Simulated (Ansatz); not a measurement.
## Trends among crystals of one structure type (Fm-3m)

All 4 crystals share space group Fm-3m (No. 225) and the same kinds of sites, 2 atoms in the primitive cell. They are database entries and needn't be the stable phases. The set is a selection: crystals with gaps under 0.25 eV or edges off the refined points were left out. Cells are relaxed by PAW under the functional.

Quantity: Kohn-Sham band edges (the gap between refined extrema, the direct gap on the fine mesh). Level: PBEsol, all-electron LAPW in Ansatz 0.2.0, scalar-relativistic.

| crystal | cell (conventional) | fine k mesh | smearing (eV) | gap (eV) | least direct gap (eV) | electron conductivity mass (mₑ) | ε∞ without local fields (PAW) |
| --- | --- | --- | --- | --- | --- | --- | --- |
| BaTe | a = 6.943 Å | 10×10×10 | none | 1.46 | 1.82 | 0.353 | 6.92 |
| KBr | a = 6.549 Å | 10×10×10 | none | 4.34 | 4.34 | 0.368 | 2.90 |
| RbBr | a = 6.850 Å | 10×10×10 | none | 4.22 | 4.22 | 0.364 | 2.87 |
| AgBr | a = 5.675 Å | 12×12×12 | none | ? | ? | ? | ? |

Question: What did the calculation give for AgBr?

Answer: gap = 0.50 eV, least direct gap = 2.57 eV, electron conductivity mass = 0.181 mₑ, ε∞ without local fields (PAW) = 6.86.

Limits of these numbers: no spin-orbit coupling on heavy atoms; semilocal gaps are low, and light masses and ε∞ follow the gap.
